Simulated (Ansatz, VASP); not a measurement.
## Two plane-wave programs on NaCl

```xyz
2
Lattice="0.0000 2.7318 2.7318 2.7318 0.0000 2.7318 2.7318 2.7318 0.0000" Properties=species:S:1:pos:R:3 pbc="T T T"
Na    0.0000    0.0000    0.0000
Cl    2.7318    2.7318    2.7318
```

Alike in both runs: functional LDA; k mesh 8 × 8 × 8; occupations gaussian, width 0.02 eV; no spin polarisation.

Ansatz relaxed the structure, and its values are those at the end. VASP's run is a single point on that final structure, the one shown.

|  | VASP | Ansatz |
| --- | --- | --- |
| version | VASP 6.6.1 | Ansatz 0.2.0 |
| potentials or method | VASP PAW LDA potentials, release 64 (Na_pv, Cl) | scalar-relativistic, plane waves, PAW |
| plane-wave cutoff (eV) | 520 | 420 |
| valence electrons in the cell | 14 | 16 |

```csv
,VASP,Ansatz,Ansatz less VASP
gap on the k mesh at the Fermi level (eV),5.08,5.08,-0.007
least direct gap on the mesh (eV),5.08,5.08,-0.007
pressure (GPa),0.0,0.0,-0.04
```

The two sets of potentials don't hold the same shells in valence.
